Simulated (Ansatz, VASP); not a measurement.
**HfO2: VASP beside Ansatz**

```
CELL_PARAMETERS angstrom
0.00000 2.60766 2.60766
2.60766 0.00000 2.60766
2.60766 2.60766 0.00000
ATOMIC_POSITIONS crystal
Hf 0.00000 0.00000 0.00000
O 0.75000 0.75000 0.75000
O 0.25000 0.25000 0.25000
```

Change from the starting cell: volume scaled by 1.06.

Alike in both runs: task single point; functional PBE; k mesh 9 × 9 × 9; occupations fermi-dirac, width 0.05 eV; no spin polarisation.

|  | VASP | Ansatz |
| --- | --- | --- |
| version | VASP 6.6.1 | Ansatz 0.2.0 |
| potentials or method | VASP PAW PBE potentials, release 64 (Hf_pv, O) | Ansatz PAW |
| plane-wave cutoff (eV) | 520 | 420 |
| valence electrons in the cell | 22 | 38 |

Ansatz gave:

```
gap on the k mesh at the Fermi level (eV) : 3.67
least direct gap on the mesh (eV)         : 3.78
pressure (GPa)                            : -14.6
```

Question: Which values does VASP return?

Answer: gap on the k mesh at the Fermi level (eV): 3.66; least direct gap on the mesh (eV): 3.77; pressure (GPa): -17.6.

With one functional, cell and mesh, what is left measures potentials, basis and numerics. The two sets of potentials don't hold the same shells in valence.

Caveats: spin-orbit coupling is left out, which moves the levels of the heavy elements; an odd mesh through Γ misses points on the zone boundary, where band edges often lie (VASP); odd divisions of the mesh miss points on the zone boundary, where band edges often lie, so the gap on the mesh can be too wide (Ansatz); the pressure holds a Pulay correction of +0.8 GPa for the finite cutoff (Ansatz).
